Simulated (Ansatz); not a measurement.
**Mg (Im-3m): seeking the equilibrium cell**

Where does the pressure of Mg (Im-3m) vanish? The run doesn't test whether this is the element's stable form.

This is Mg in the bcc structure; at room conditions it is hcp.

Computed with Ansatz 0.2.0 (DFT PBE, scalar-relativistic, plane waves, PAW, unless a step's input says otherwise).

## Step 1: The starting structure

It takes space group Im-3m (No. 229, cubic). The conventional cell has a = 3.546 Å, b = 3.546 Å, c = 3.546 Å, α = 90.00°, β = 90.00°, γ = 90.00°. Mg (site symmetry m-3m) is surrounded by 8 Mg at 3.07 Å.

Structure file:

```cif
data_structure
_symmetry_space_group_name_H-M 'P 1'
_symmetry_Int_Tables_number 1
_cell_length_a 3.0705
_cell_length_b 3.0705
_cell_length_c 3.0705
_cell_angle_alpha 109.471
_cell_angle_beta 109.471
_cell_angle_gamma 109.471
_cell_volume 22.29
loop_
_atom_site_label
_atom_site_type_symbol
_atom_site_fract_x
_atom_site_fract_y
_atom_site_fract_z
_atom_site_occupancy
Mg1 Mg 0.00000 0.00000 0.00000 1
```

## Step 2: First run, at the start cell

input.yaml reads:

```yaml
crystal:
  lattice:
    - [-1.7727644967, 1.7727644967, 1.7727644967]
    - [1.7727644967, -1.7727644967, 1.7727644967]
    - [1.7727644967, 1.7727644967, -1.7727644967]
  atoms:
    - { symbol: Mg, position: [0.0, 0.0, 0.0] }
basis:
  ecutwfc: 420
  ecutrho_ratio: 4
kpoints:
  mp_grid: { grid: [18, 18, 18] }
hamiltonian:
  xc: pbe
scf:
  occupations: { method: gaussian, width: 0.05 }
output:
  forces: true
  stress: true
  eigenvalues: true
```

Launch:

```
> ansatz run input.yaml --threads 1 --pin off --max-ram 2560MiB --backend cpu --events-out ev --progress --plain --runs-dir out
```

Further steps of the session: Volume adjusted, run 2; Volume adjusted, run 3.

**Question.** What will these runs give? Wanted: volume; pressure; conventional cell; gap on the mesh.

The runs gave:

```
         quantity                                                                      value
           volume                                                             22.939 Å³/atom
         pressure                                                                  -0.01 GPa
conventional cell  a = 3.580 Å, b = 3.580 Å, c = 3.580 Å, α = 90.00°, β = 90.00°, γ = 90.00°
  gap on the mesh                                                               none (metal)
```

The volume went from 22.29 to 22.94 Å³/atom (+2.9 %), where 0.01 GPa is left.
